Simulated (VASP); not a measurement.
Crystal: Si.

```xyz
1
Lattice="2.6205 0.0000 0.0000 -1.3103 2.2695 0.0000 0.0000 0.0000 2.4664" Properties=species:S:1:pos:R:3 pbc="T T T"
Si    0.0000    0.0000    0.0000
```

This isn't the form of Si at room conditions, which is diamond.

| Quantity | Value |
| --- | --- |
| Program | VASP 6.6.1 |
| Task | relaxation of cell and atoms |
| Functional | PBE |
| Potentials or basis | VASP PAW PBE potentials, release 64 (Si) |
| Cutoff | 600 eV |
| k mesh | 12 × 12 × 11 |
| Occupations | fermi-dirac, width 0.05 eV |
| Spin | no spin polarisation |

At the start: pressure 3.0 GPa; volume 14.67 Å³/atom.

**Question.** Where does the relaxation end?

**Answer.** Over 7 steps the energy falls by 4.9 meV/atom and the volume is 15.03 Å³/atom (+2.5 %); space group P6/mmm (No. 191, to 0.05 Å).

Step by step:
```tsv
step	energy change (eV)	largest force (eV/Å)	pressure (GPa)	volume (Å³)
1	0.0000	0.0000	3.04	14.67
2	-0.0030	0.0000	-1.61	15.26
3	-0.0049	0.0000	0.07	15.03
4	-0.0049	0.0000	0.11	15.02
5	-0.0049	0.0000	0.02	15.04
6	-0.0049	0.0000	0.04	15.04
7	-0.0049	0.0000	0.06	15.03
```

Final structure:
```xyz
1
Lattice="2.6326 0.0000 0.0000 -1.3163 2.2799 0.0000 0.0000 0.0000 2.5047" Properties=species:S:1:pos:R:3 pbc="T T T"
Si    0.0000    0.0000    0.0000
```
